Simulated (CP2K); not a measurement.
Here is a CP2K 2026.2 calculation.

mos2_bands.inp

```
&GLOBAL
  PROJECT mos2_bands
  RUN_TYPE ENERGY_FORCE
  PRINT_LEVEL LOW
&END GLOBAL
&FORCE_EVAL
  METHOD QS
  STRESS_TENSOR ANALYTICAL
  &DFT
    BASIS_SET_FILE_NAME BASIS_MOLOPT_UZH
    POTENTIAL_FILE_NAME POTENTIAL_UZH
    &MGRID
      CUTOFF 450
      REL_CUTOFF 60
      NGRIDS 4
    &END MGRID
    &QS
      METHOD GPW
      EPS_DEFAULT 1.0E-9
    &END QS
    &KPOINTS
      SCHEME MONKHORST-PACK 10 10 2
      GAMMA_CENTERED T
      SYMMETRY T
      SYMMETRY_BACKEND SPGLIB
    &END KPOINTS
    &SCF
      SCF_GUESS ATOMIC
      EPS_SCF 1.0E-6
      MAX_SCF 100
      ADDED_MOS 24
      CHOLESKY OFF
      EPS_EIGVAL 1.0E-7
      &DIAGONALIZATION ON
        ALGORITHM STANDARD
      &END DIAGONALIZATION
      &MIXING ON
        METHOD BROYDEN_MIXING
        ALPHA 0.4
        BETA 1.5
        NBUFFER 8
      &END MIXING
      &SMEAR ON
        METHOD FERMI_DIRAC
        ELECTRONIC_TEMPERATURE 1160.45
      &END SMEAR
    &END SCF
    &XC
      &XC_FUNCTIONAL
        &GGA_X_PBE_SOL
        &END GGA_X_PBE_SOL
        &GGA_C_PBE_SOL
        &END GGA_C_PBE_SOL
      &END XC_FUNCTIONAL
    &END XC
    &PRINT
      &KPOINTS ON
      &END KPOINTS
      &MULLIKEN ON
      &END MULLIKEN
      &MO ON
        ENERGIES T
        OCCUPATION_NUMBERS T
        &EACH
          QS_SCF 0
        &END EACH
        ADD_LAST NUMERIC
      &END MO
      &LOWDIN ON
      &END LOWDIN
      &HIRSHFELD ON
        SHAPE_FUNCTION DENSITY
      &END HIRSHFELD
      &BAND_STRUCTURE
        FILE_NAME bands.bs
        ADDED_MOS 2
        &KPOINT_SET
          UNITS B_VECTOR
          NPOINTS 8
          SPECIAL_POINT GAMMA 0.00000000 0.00000000 0.00000000
          SPECIAL_POINT M 0.50000000 0.00000000 0.00000000
          SPECIAL_POINT K 0.33333333 0.33333333 0.00000000
          SPECIAL_POINT GAMMA 0.00000000 0.00000000 0.00000000
          SPECIAL_POINT A 0.00000000 0.00000000 0.50000000
          SPECIAL_POINT L 0.50000000 0.00000000 0.50000000
          SPECIAL_POINT H 0.33333333 0.33333333 0.50000000
          SPECIAL_POINT A 0.00000000 0.00000000 0.50000000
        &END KPOINT_SET
        &KPOINT_SET
          UNITS B_VECTOR
          NPOINTS 8
          SPECIAL_POINT L 0.50000000 0.00000000 0.50000000
          SPECIAL_POINT M 0.50000000 0.00000000 0.00000000
        &END KPOINT_SET
        &KPOINT_SET
          UNITS B_VECTOR
          NPOINTS 8
          SPECIAL_POINT K 0.33333333 0.33333333 0.00000000
          SPECIAL_POINT H 0.33333333 0.33333333 0.50000000
        &END KPOINT_SET
      &END BAND_STRUCTURE
    &END PRINT
  &END DFT
  &SUBSYS
    &CELL
      A 3.1845414560 0.0000000000 0.0000000000
      B -1.5922707280 2.7578938003 0.0000000000
      C 0.0000000000 0.0000000000 21.6705347200
      PERIODIC XYZ
    &END CELL
    &COORD
      SCALED
      Mo  0.3333333333 0.6666666667 0.8511602300
      Mo  0.6666666667 0.3333333333 0.1488397700
      S   0.6666666667 0.3333333333 0.7796253900
      S   0.3333333333 0.6666666667 0.0772510000
      S   0.6666666667 0.3333333333 0.9227490000
      S   0.3333333333 0.6666666667 0.2203746100
    &END COORD
    &KIND Mo
      BASIS_SET TZVP-MOLOPT-PBE-GTH-q14
      POTENTIAL GTH-PBE-q14
    &END KIND
    &KIND S
      BASIS_SET TZVP-MOLOPT-PBE-GTH-q6
      POTENTIAL GTH-PBE-q6
    &END KIND
    &PRINT
      &ATOMIC_COORDINATES ON
      &END ATOMIC_COORDINATES
      &CELL ON
      &END CELL
    &END PRINT
  &END SUBSYS
  &PRINT
    &FORCES ON
    &END FORCES
    &STRESS_TENSOR ON
    &END STRESS_TENSOR
  &END PRINT
&END FORCE_EVAL
```

Potentials or basis: POTENTIAL_UZH Mo GTH-PBE-q14, S GTH-PBE-q6; TZVP-MOLOPT-PBE-GTH basis.

Launch:

```sh
$ OMP_NUM_THREADS=1 mpirun -n 4 cp2k.psmp -i mos2_bands.inp -o mos2_bands.out
```

Q: What does it give for the Hirshfeld charges?

A: Mo +0.22; S -0.11 e.

Q: Estimate the Mulliken charges.

A: Mo -0.33; S +0.14, +0.19 e.

Levels at the corners of the path, in eV from the valence-band top:
```tsv
point	band 23	band 24	band 25	band 26	band 27	band 28	band 29	band 30
Γ	-1.98	-1.73	-0.50	0.00	2.38	2.38	2.39	2.39
M	-1.44	-1.39	-1.06	-1.03	1.86	1.88	2.35	2.44
K	-2.51	-2.51	-0.47	-0.42	1.24	1.24	2.53	2.89
Γ	-1.98	-1.73	-0.50	0.00	2.38	2.38	2.39	2.39
A	-1.98	-1.73	-0.50	0.00	2.38	2.38	2.39	2.39
L	-1.44	-1.39	-1.06	-1.03	1.86	1.88	2.35	2.44
H	-2.51	-2.51	-0.47	-0.42	1.24	1.24	2.53	2.89
A	-1.98	-1.73	-0.50	0.00	2.38	2.38	2.39	2.39
L	-1.44	-1.39	-1.06	-1.03	1.86	1.88	2.35	2.44
M	-1.44	-1.39	-1.06	-1.03	1.86	1.88	2.35	2.44
K	-2.51	-2.51	-0.47	-0.42	1.24	1.24	2.53	2.89
H	-2.51	-2.51	-0.47	-0.42	1.24	1.24	2.53	2.89
```

Caveat: the basis of atomic orbitals isn't converged, which shifts pressures, moduli and gaps.
